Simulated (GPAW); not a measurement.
FeO:

```
CELL_PARAMETERS angstrom
1.51768 0.87623 2.51579
-1.51768 0.87623 2.51579
0.00000 -1.75247 2.51579
ATOMIC_POSITIONS crystal
Fe 0.00000 0.00000 0.00000
O 0.50000 0.50000 0.50000
```

Base run:

| Quantity | Value |
| --- | --- |
| Program | GPAW 26.7.0 |
| Functional | r2SCAN |
| Potentials or basis | GPAW PAW data sets (gpaw-data 1.2.1) |
| Cutoff | 800 eV |
| Basis | pw |
| k mesh | 8 × 8 × 8 |
| Occupations | gaussian, width 0.05 eV |
| Spin | collinear spin, ferromagnetic start |
| Starting moments | [3.0, 0.0] μB |
| Hubbard terms | Fe d U = 2 eV |

Its results: band gap on the k mesh none (metal or under the smearing width); pressure -4.5 GPa; net moment 4.00 μB per cell; site moments Fe +3.70; O +0.19 μB.

**Question.** The run is repeated on the same cell with these changes: functional from r2SCAN to PBE; hubbard terms from Fe d U = 2 eV to none. What comes out?

**Answer.** Band gap on the k mesh none (metal or under the smearing width); pressure 0.4 GPa; net moment 4.00 μB per cell; site moments Fe +3.55; O +0.24 μB.

Several settings changed at once, so the effect can't be laid on one alone.

Caveats: a cell with one magnetic atom can't hold antiferromagnetic order, which such compounds often take; the PAW data sets were made with another functional, which shifts forces and pressure a little (some runs); semilocal functionals often make such compounds metallic where correlation or magnetic order opens a gap, which also shifts bond lengths (some runs).

Not every run made on this cell is shown here.
